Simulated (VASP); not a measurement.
Input of a VASP 6.6.1 run:

The input POSCAR:

```
BP
1.0
    0.0000000000      2.2690000000      2.2690000000
    2.2690000000      0.0000000000      2.2690000000
    2.2690000000      2.2690000000      0.0000000000
P B
1 1
Direct
    0.7500000000      0.7500000000      0.7500000000
    0.0000000000      0.0000000000      0.0000000000
```

The input INCAR.step1:

```
SYSTEM = BP
ALGO     = Normal         ! electronic algorithm
EDIFF    = 1E-8           ! SCF threshold, eV
ENCUT    = 450            ! plane-wave cutoff, eV
GGA      = PE             ! functional
ISMEAR   = 0              ! smearing method
LASPH    = .True.         ! aspherical terms in the spheres
LCHARG   = .False.        ! write CHGCAR
LREAL    = .False.        ! projectors in reciprocal space
LWAVE    = .True.         ! write WAVECAR
NELM     = 80             ! most SCF steps
PREC     = Accurate       ! precision mode
SIGMA    = 0.01           ! smearing width, eV
```

The input INCAR.step2:

```
SYSTEM = BP
ALGO     = Exact          ! electronic algorithm
EDIFF    = 1E-8           ! SCF threshold, eV
ENCUT    = 450            ! plane-wave cutoff, eV
GGA      = PE             ! functional
ISMEAR   = 0              ! smearing method
ISTART   = 1            
LASPH    = .True.         ! aspherical terms in the spheres
LCHARG   = .False.        ! write CHGCAR
LOPTICS  = .True.         ! frequency-dependent dielectric function
LREAL    = .False.        ! projectors in reciprocal space
LWAVE    = .True.         ! write WAVECAR
NBANDS   = 73             ! bands
NELM     = 1              ! most SCF steps
PREC     = Accurate       ! precision mode
SIGMA    = 0.01           ! smearing width, eV
```

File INCAR.step3:

```
SYSTEM = BP
ALGO     = EVGW0          ! electronic algorithm
EDIFF    = 1E-8           ! SCF threshold, eV
ENCUT    = 450            ! plane-wave cutoff, eV
ENCUTGW  = 120            ! cutoff of the response function
GGA      = PE             ! functional
ISMEAR   = 0              ! smearing method
ISTART   = 1            
LASPH    = .True.         ! aspherical terms in the spheres
LCHARG   = .False.        ! write CHGCAR
LREAL    = .False.        ! projectors in reciprocal space
LWAVE    = .False.        ! write WAVECAR
NBANDS   = 73             ! bands
NBANDSGW = 12           
NELMGW   = 1            
NOMEGA   = 50             ! frequency points
PREC     = Accurate       ! precision mode
PRECFOCK = Fast         
SIGMA    = 0.01           ! smearing width, eV
```

The input KPOINTS:

```
k-points
0
Gamma
  8 8 8
  0 0 0
```

Potentials or basis: VASP PAW PBE potentials, release 64 (P_GW, B_GW).

Command:

```bash
$ cat potpaw_PBE.64/P_GW/POTCAR potpaw_PBE.64/B_GW/POTCAR > POTCAR
$ cp INCAR.step1 INCAR
$ mpirun -np 1 vasp_std > vasp.out
$ cp INCAR.step2 INCAR
$ mpirun -np 1 vasp_std > vasp.out
$ cp INCAR.step3 INCAR
$ mpirun -np 1 vasp_std > vasp.out
```

Question: Predict the quasiparticle gap.

Answer: 1.91 eV.

Question: Predict the least direct quasiparticle gap.

Answer: 4.27 eV.

Question: What does it give for the band gap on the k mesh, mean-field level?

Answer: 1.27 eV, indirect (least direct gap 3.41 eV).

Caveat: bands, screening cutoff and mesh are small and nothing is extrapolated, so the quasiparticle values aren't converged. A k mesh can miss the band edges.
